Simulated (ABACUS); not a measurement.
Write the native input for ABACUS 3.10.1 that does the following.

```
Task                                          : band structure
Functional                                    : LDA-PW92
Potentials or basis                           : PseudoDojo NC SR 0.4.1 LDA stringent
Cutoff                                        : 667 eV
Density cutoff                                : 2667 eV
Basis                                         : plane waves
Occupations                                   : fermi-dirac, width 0.05 eV
Spin                                          : no spin polarisation
Radial cutoff of the potentials (pseudo_rcut) : 10 bohr
Threshold of the eigensolver                  : 1e-07 Ry
Density                                       : read from an earlier self-consistent run
Path                                          : G-X-S-R-A-Z-G-Y-X1-A1-T-Y, Z-T
Points for each segment of the path           : 10
SCF threshold on the density                  : 1e-08
Max SCF steps                                 : 100
Eigensolver                                   : dav
Mixing                                        : broyden
Mixing share                                  : 0.7
Symmetry key                                  : -1
Bands                                         : 20
```

The system is P.

```xyz
4
Lattice="1.6477 -5.4650 0.0000 1.6477 5.4650 0.0000 0.0000 0.0000 4.5436" Properties=species:S:1:pos:R:3 pbc="T T T"
P     1.6477   -4.4173    2.6754
P     1.6477    4.4173    1.8683
P     1.6477   -1.0477    0.4035
P     1.6477    1.0477    4.1401
```

These files were run (other wordings do the same):

INPUT

```
INPUT_PARAMETERS
suffix              P
calculation         nscf
basis_type          pw
pseudo_dir          ./
symmetry            -1
dft_functional      LDA_X+LDA_C_PW
ecutwfc             49.0
pseudo_rcut         10
nspin               1
nbands              20
ks_solver           dav
smearing_method     fd
smearing_sigma      0.00367493
scf_thr             1e-08
scf_nmax            100
mixing_type         broyden
mixing_beta         0.7
init_chg            file
pw_diag_thr         1e-07
out_band            1
kpar                4
```

STRU

```
ATOMIC_SPECIES
P 30.9738 P.upf

LATTICE_CONSTANT
1.8897261246

LATTICE_VECTORS
1.6477431241 -5.4650377251 0.0000000000
1.6477431241 5.4650377251 0.0000000000
0.0000000000 0.0000000000 4.5436355900

ATOMIC_POSITIONS
Direct

P
0.0
4
0.9041431300 0.0958568700 0.5888151700 1 1 1
0.0958568700 0.9041431300 0.4111848300 1 1 1
0.5958568700 0.4041431300 0.0888151700 1 1 1
0.4041431300 0.5958568700 0.9111848300 1 1 1
```

KPT

```
K_POINTS
14
Line
0.00000000 0.00000000 0.00000000 10 // G
0.27272651 0.27272651 0.00000000 10 // X
0.00000000 0.50000000 0.00000000 10 // S
0.00000000 0.50000000 0.50000000 10 // R
0.27272651 0.27272651 0.50000000 10 // A
0.00000000 0.00000000 0.50000000 10 // Z
0.00000000 0.00000000 0.00000000 10 // G
-0.50000000 0.50000000 0.00000000 10 // Y
-0.27272651 0.72727349 0.00000000 10 // X1
-0.27272651 0.72727349 0.50000000 10 // A1
-0.50000000 0.50000000 0.50000000 10 // T
-0.50000000 0.50000000 0.00000000 1 // Y
0.00000000 0.00000000 0.50000000 10 // Z
-0.50000000 0.50000000 0.50000000 1 // T
```

Potentials or basis: PseudoDojo NC SR 0.4.1 LDA stringent, plane waves.

Run with:

```console
$ OMP_NUM_THREADS=1 mpirun -np 4 abacus > log
```

Wall time 16 s on 4 MPI ranks on Intel(R) Xeon(R) Platinum 8488C (Sapphire Rapids), on a shared host, peak memory 0.44 GiB a rank.
